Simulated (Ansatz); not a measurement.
Inside the gap of an insulator the Bloch states are evanescent, with a wavenumber k + iκ along the transport direction.

Data:

```
Li3N
1.0
    5.28095     0.00000     0.00000
    1.57986     5.03909     0.00000
    1.23369    -2.97260     1.63456
Li N
3 1
Direct
  0.00000   0.50000   0.50000
  0.66667   0.33333   0.00000
  0.33333   0.66667   0.00000
  0.00000   0.00000   0.00000
```

The cell is taken as given.

Transport runs along the normal of the first two printed cell vectors, the (111) plane of the conventional cell.

No gap correction and no spin-orbit coupling; mid-gap is the computed energy nearest the middle.

**Question.** Predict the band gap and the smallest decay constant κ at mid-gap from r2SCAN (Ansatz, a quantum-chemistry and plane-wave program).

**Answer.** Gap 1.48 eV on a 18×18×18 mesh; κ = 0.198 1/Å, at the zone centre.
